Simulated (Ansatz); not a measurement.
## Li2Se

Method: r²SCAN, scalar-relativistic; no spin polarisation; PAW, 500 eV, Γ-centred 8×8×8 mesh, 0.05 eV Gaussian smearing; code Ansatz. The datasets are Ansatz's generated set soft_2.

```xyz
3
Lattice="0.0000 2.9927 2.9927 2.9927 0.0000 2.9927 2.9927 2.9927 0.0000" Properties=species:S:1:pos:R:3 pbc="T T T"
Li    1.4963    1.4963    1.4963
Li    4.4890    4.4890    4.4890
Se    0.0000    0.0000    0.0000
```

The chain of runs began from a cell as deposited in COD, expanded in volume.

The run above is the reference. The same cell was run again with other input settings; several of them aren't fit for production, so the rows show the settings' effect and aren't properties of the material.

```tsv
keys changed	outcome	ΔE (meV/atom)	P (GPa)	gap on the mesh (eV)	cell moment (μB)	largest force component (eV/Å)	SCF iterations	rough core-seconds	new warnings
none (reference)	converged	0.0	0.0	3.48	–	0.000	–	–	–
kpoints.mp_grid.grid: [8, 8, 8] → [6, 6, 6]; hamiltonian.xc: "r2scan" → "rpbe"	converged	–	1.8	3.12	–	0.000	6	1.8	–
scf.mixing.algorithm: "broyden"; scf.mixing.beta: 0.9; scf.mixing.preconditioner: "kerker"	converged	0.0	0.0	3.48	–	0.000	7	5	–
scf.occupations.method: "gaussian" → "fermi_dirac"; scf.occupations.width: 0.05 → 0.2	converged	0.0	0.0	3.48	–	0.000	6	5	–
```

These changes also left energy (to 0.1 meV/atom), pressure, gap, moment and forces as in the reference: accuracy: "low"; kpoints.mp_grid.grid: [8, 8, 8] → [6, 6, 6]; scf.eigensolver.kind: "davidson"; basis.precision: "f64".

ΔE is the energy with the smearing extrapolated to zero. It is left out where the change alters the Hamiltonian or the spin treatment. The varied runs start from atomic densities (corrected by the program's trained start where that serves), with the default search for lower states unless a row changes it.

What happens with these changes: scf.lower_state_search: "full"; hamiltonian.pseudopotentials: {"kind": "nc"}; scf.occupations.width: 0.05 → null; scf.occupations.method: "gaussian" → "tetrahedron_uncorrected"?

outcome converged, P (GPa) -2.7, gap on the mesh (eV) 3.72, largest force component (eV/Å) 0.000, SCF iterations 10, rough core-seconds 230, new warnings band table not solved further; cutoff below recommended.

What happens with these changes: hamiltonian.xc: "r2scan" → "rpbe"; scf.occupations.method: "gaussian" → "methfessel_paxton"; scf.mixing.preconditioner: "kerker"?

outcome converged, P (GPa) 1.8, gap on the mesh (eV) 3.12, largest force component (eV/Å) 0.000, SCF iterations 7, rough core-seconds 2.1.

Other pseudopotential files need their own cutoff; where it is too low, pressure and moments show the cutoff and not the files.

2 further runs (cut off, refused for memory, with changed atoms or starts, or in doubt) are left out.

Of the reference: Semilocal functionals underestimate band gaps, commonly by a third or more.
